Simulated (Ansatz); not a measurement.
# AgI: the cell at several levels of theory

The task here is to estimate one member of a computed series from the others.

Program: Ansatz 0.2.0. PAW datasets, plane waves, zero pressure. No spin polarisation and no zero-point or thermal motion.

### Starting point

It is hexagonal, P6_3mc (No. 186); a = 4.590 Å, c = 7.520 Å in the conventional setting, 34.30 Å³ an atom. Around Ag lie 4 I at 2.78–2.82 Å; around I lie 4 Ag at 2.78–2.82 Å.

Coordinates:

```cif
data_structure
_symmetry_space_group_name_H-M 'P6_3mc'
_symmetry_Int_Tables_number 186
_cell_length_a 4.5900
_cell_length_b 4.5900
_cell_length_c 7.5200
_cell_angle_alpha 90.000
_cell_angle_beta 90.000
_cell_angle_gamma 120.000
_cell_volume 137.21
loop_
_atom_site_label
_atom_site_type_symbol
_atom_site_symmetry_multiplicity
_atom_site_Wyckoff_symbol
_atom_site_fract_x
_atom_site_fract_y
_atom_site_fract_z
_atom_site_occupancy
Ag1 Ag 2 b 0.66667 0.33333 0.63000 1
I1 I 2 b 0.66667 0.33333 0.00000 1
```

Set-up of the first run:

File input.yaml:

```yaml
crystal:
  lattice:
    - [4.59, 0.0, 0.0]
    - [-2.295, 3.9750566034, 0.0]
    - [0.0, 0.0, 7.52]
  atoms:
    - { symbol: Ag, position: [0.6666666667, 0.3333333333, 0.63] }
    - { symbol: Ag, position: [0.3333333333, 0.6666666667, 0.13] }
    - { symbol: I, position: [0.6666666667, 0.3333333333, 0.0] }
    - { symbol: I, position: [0.3333333333, 0.6666666667, 0.5] }
kpoints:
  mp_grid: { grid: [6, 6, 4] }
hamiltonian:
  xc: pbe
scf:
  occupations: { method: fermi_dirac, width: 0.02 }
relax:
  f_tol: 0.005
  cell: {}
output:
  write_density: true
  write_potential: true
  elf: true
  volumetric_format: npy
```

On the command line:

```bash
ansatz run input.yaml --threads 2 --pin off --max-ram 2211MiB --backend cpu --events-out ev --progress --plain --runs-dir out
```

Steps of the session up to this table: Relaxation with PBE; Relaxation with r2SCAN; PBEsol: cell and atoms; Relaxing with LDA; Relaxation with HSE06.

One of the session's tables, all rows but one given; the rest of the session is left out.

It belongs to the step «The cells side by side». 

```
 level  a (Å)  c (Å)  volume (Å³/atom)
   PBE      ?      ?                 ?
r2SCAN  4.651  7.600            35.589
PBEsol  4.561  7.451            33.552
   LDA  4.486  7.340            31.987
 HSE06  4.681  7.649            36.294
```

Estimate the missing values for PBE.

**Answer.** a (Å): 4.686; c (Å): 7.664; volume (Å³/atom): 36.436. In the column «a (Å)» it is the highest.

The first relaxation changed the volume by +6.2 % from the start. LDA gives the smallest cell and PBE the largest; they differ by 13.9 % in volume, a mean of 4.4 % in length. The meshes differ: PBE 6×6×4, r2SCAN 6×6×4, PBEsol 6×6×4, LDA 6×6×4, HSE06 6×6×2.
